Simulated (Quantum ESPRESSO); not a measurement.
Wanted: the native input for a Quantum ESPRESSO 7.5 run.

```
Task                          : band structure
Functional                    : RPBE
Potentials or basis           : SSSP 1.3 efficiency PBE
Cutoff                        : 816 eV
Density cutoff                : 5987 eV
k mesh                        : 10 × 10 × 1
Occupations                   : methfessel-paxton, width 0.1 eV
Spin                          : no spin polarisation
Boundary across the vacuum    : none
Real-space augmentation (tqr) : yes
Mixing mode                   : local-TF
Mixing beta                   : 0.3
Most SCF iterations           : 150
SCF threshold                 : 5e-09 Ry
```

Slab: MoS4, a slab with vacuum.

```
S Mo
1.0
     3.18413    0.00000    0.00000
    -1.59206    2.75753    0.00000
     0.00000    0.00000   46.56655
S Mo
4 1
Cartesian
  0.0000 1.8384 7.5000
  0.0000 1.8384 21.7319
  0.0000 1.8384 24.8346
  0.0000 1.8384 39.0665
  0.0000 0.0000 23.2833
```

One way to write it, as run:

pw.in

```
&CONTROL
  calculation = 'scf'
  prefix = 'pwscf'
  outdir = './tmp'
  pseudo_dir = './pseudo'
  tprnfor = .true.
  disk_io = 'low'
/
&SYSTEM
  ibrav = 0
  celldm(1) = 8
  nat = 5
  ntyp = 2
  ecutwfc = 60
  ecutrho = 440
  nbnd = 27
  input_dft = 'rpbe'
  occupations = 'smearing'
  smearing = 'mp'
  degauss = 0.00734986
/
&ELECTRONS
  conv_thr = 5d-09
  electron_maxstep = 150
  mixing_beta = 0.3
  mixing_mode = 'local-TF'
  tqr = .true.
/
ATOMIC_SPECIES
S     32.0600 s_pbe_v1.4.uspp.F.UPF
Mo    95.9500 Mo_ONCV_PBE-1.0.oncvpsp.upf
CELL_PARAMETERS alat
  0.7521407801967   0.0000000000000   0.0000000000000
 -0.3760703901061   0.6513730228771   0.0000000000000
  0.0000000000000   0.0000000000000  10.9997532318311
ATOMIC_POSITIONS crystal
S      0.3333333300    0.6666666600    0.1610598169
S      0.3333333300    0.6666666600    0.4666858505
Mo     0.0000000000    0.0000000000    0.5000000000
S      0.3333333300    0.6666666600    0.5333141495
S      0.3333333300    0.6666666600    0.8389401831
K_POINTS automatic
10 10 1 0 0 0
```

bands.in

```
&CONTROL
  calculation = 'bands'
  prefix = 'pwscf'
  outdir = './tmp'
  pseudo_dir = './pseudo'
  disk_io = 'low'
  verbosity = 'high'
/
&SYSTEM
  ibrav = 0
  celldm(1) = 8
  nat = 5
  ntyp = 2
  ecutwfc = 60
  ecutrho = 440
  nbnd = 27
  input_dft = 'rpbe'
  occupations = 'smearing'
  smearing = 'mp'
  degauss = 0.00734986
/
&ELECTRONS
  conv_thr = 1d-06
  electron_maxstep = 150
  mixing_beta = 0.3
  mixing_mode = 'local-TF'
  tqr = .true.
  diago_david_ndim = 4
/
ATOMIC_SPECIES
S     32.0600 s_pbe_v1.4.uspp.F.UPF
Mo    95.9500 Mo_ONCV_PBE-1.0.oncvpsp.upf
CELL_PARAMETERS alat
  0.7521407801967   0.0000000000000   0.0000000000000
 -0.3760703901061   0.6513730228771   0.0000000000000
  0.0000000000000   0.0000000000000  10.9997532318311
ATOMIC_POSITIONS crystal
S      0.3333333300    0.6666666600    0.1610598169
S      0.3333333300    0.6666666600    0.4666858505
Mo     0.0000000000    0.0000000000    0.5000000000
S      0.3333333300    0.6666666600    0.5333141495
S      0.3333333300    0.6666666600    0.8389401831
K_POINTS crystal
36
 0.0000000000  0.0000000000  0.0000000000 1
 0.0416666667  0.0000000000  0.0000000000 1
 0.0833333333  0.0000000000  0.0000000000 1
 0.1250000000  0.0000000000  0.0000000000 1
 0.1666666667  0.0000000000  0.0000000000 1
 0.2083333333  0.0000000000  0.0000000000 1
 0.2500000000  0.0000000000  0.0000000000 1
 0.2916666667  0.0000000000  0.0000000000 1
 0.3333333333  0.0000000000  0.0000000000 1
 0.3750000000  0.0000000000  0.0000000000 1
 0.4166666667  0.0000000000  0.0000000000 1
 0.4583333333  0.0000000000  0.0000000000 1
 0.5000000000  0.0000000000  0.0000000000 1
 0.4761904762  0.0476190476  0.0000000000 1
 0.4523809524  0.0952380952  0.0000000000 1
 0.4285714286  0.1428571429  0.0000000000 1
 0.4047619048  0.1904761905  0.0000000000 1
 0.3809523810  0.2380952381  0.0000000000 1
 0.3571428571  0.2857142857  0.0000000000 1
 0.3333333333  0.3333333333  0.0000000000 1
 0.3125000000  0.3125000000  0.0000000000 1
 0.2916666667  0.2916666667  0.0000000000 1
 0.2708333333  0.2708333333  0.0000000000 1
 0.2500000000  0.2500000000  0.0000000000 1
 0.2291666667  0.2291666667  0.0000000000 1
 0.2083333333  0.2083333333  0.0000000000 1
 0.1875000000  0.1875000000  0.0000000000 1
 0.1666666667  0.1666666667  0.0000000000 1
 0.1458333333  0.1458333333  0.0000000000 1
 0.1250000000  0.1250000000  0.0000000000 1
 0.1041666667  0.1041666667  0.0000000000 1
 0.0833333333  0.0833333333  0.0000000000 1
 0.0625000000  0.0625000000  0.0000000000 1
 0.0416666667  0.0416666667  0.0000000000 1
 0.0208333333  0.0208333333  0.0000000000 1
 0.0000000000  0.0000000000  0.0000000000 1
```

Potentials or basis: SSSP 1.3 efficiency PBE.

Launch:

```bash
$ OMP_NUM_THREADS=1 mpirun -n 2 pw.x -nk 2 -in pw.in > pw.out
$ OMP_NUM_THREADS=1 mpirun -n 2 pw.x -nk 2 -in bands.in > bands.out
```

It gave:

The largest force is 0.340 eV/Å. The band gap on the k mesh is none (metal or under the smearing width).

Caveat: the potentials were made for another functional, which shifts forces and pressure; real space augmentation costs some meV and hundredths of eV per Å.

Wall time 15 min on 2 MPI ranks on Arm Neoverse V2, on a shared host, peak memory 1 GiB a rank.
